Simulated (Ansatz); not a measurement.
The system is SnTe.

```
CELL_PARAMETERS angstrom
0.00000 3.61115 3.61115
3.61115 0.00000 3.61115
3.61115 3.61115 0.00000
ATOMIC_POSITIONS crystal
Te 0.25000 0.25000 0.25000
Sn 0.00000 0.00000 0.00000
```

Measurements of this composition are mostly on another form, of space group No. 225.

Base run:

| Property | Result |
| --- | --- |
| Program | Ansatz 0.2.0 |
| Functional | PBEsol0 |
| Potentials or basis | Ansatz PAW |
| Cutoff | 420 eV (not typed: the program's choice for these potentials) |
| k mesh | 4 × 4 × 4 |
| Occupations | fermi-dirac, width 0.05 eV |
| Spin | no spin polarisation |

Its results: band gap on the k mesh 0.90 eV, indirect (least direct gap 1.74 eV); pressure -1.5 GPa.

Problem. The run is repeated on the same cell with these changes: functional from PBEsol0 to PBE0. What comes out?

Solution. Band gap on the k mesh 0.96 eV, indirect (least direct gap 1.78 eV); pressure -0.6 GPa.

Caveats: spin-orbit coupling is left out, which moves the levels of the heavy elements; the PAW data sets come from PBE, with cores solved anew for the run's functional, which leaves a small shift of forces and pressure; the thresholds are loose for stress.
